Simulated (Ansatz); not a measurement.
# Mg$_{2}$Si: electron density at the nuclei under pressure

```xyz
3
Lattice="0.0000 3.1950 3.1950 3.1950 0.0000 3.1950 3.1950 3.1950 0.0000" Properties=species:S:1:pos:R:3 pbc="T T T"
Mg    1.5975    1.5975    1.5975
Mg    4.7925    4.7925    4.7925
Si    0.0000    0.0000    0.0000
```

Atoms are numbered in the order listed.

The cell is COD entry 9009039, as deposited and not checked against the literature; nothing was relaxed. It differs from other determinations.

These are results of Ansatz 0.2.0, DFT, PBE, all-electron PAW with datasets made for the crystal, scalar-relativistic, not measurements.

Settings: a Γ-centred 9×9×9 k mesh, Fermi–Dirac smearing of 0.05 eV, cutoff 140 eV (chosen by the program for this cell), no spin polarisation.

The contact density is the mean electron density over the nuclear volume; its changes follow the s electrons' response to bonding and compression. Changes below are taken from the unscaled cell, where it is 7803.39 e/Å³ at Mg1, 12820.2 e/Å³ at Si3.

| V/V(cell) | P (GPa) | Δρ(0) Mg1 (e/Å³) | Δρ(0) Si3 (e/Å³) |
| --- | --- | --- | --- |
| 0.9400 | 2.9 | 0.08 | -0.47 |
| 0.9600 | 1.6 | 0.05 | -0.32 |
| 0.9800 | 0.4 | 0.02 | ? |
| 0.9900 | -0.1 | 0.01 | -0.08 |
| 1.0000 | -0.7 | 0.00 | 0.00 |
| 1.0100 | -1.2 | -0.01 | 0.08 |
| 1.0200 | -1.6 | -0.02 | ? |
| 1.0400 | -2.5 | -0.03 | 0.34 |
| 1.0600 | -3.3 | -0.04 | ? |

Fill in "Δρ(0) Si3 (e/Å³)" for the row "1.0200".

0.17.

Give the missing entry: row "1.0600", column "Δρ(0) Si3 (e/Å³)".

0.52.

What belongs in the row "0.9800", column "Δρ(0) Si3 (e/Å³)"?

-0.16.

The datasets are made afresh for each cell, so very small changes are uncertain.
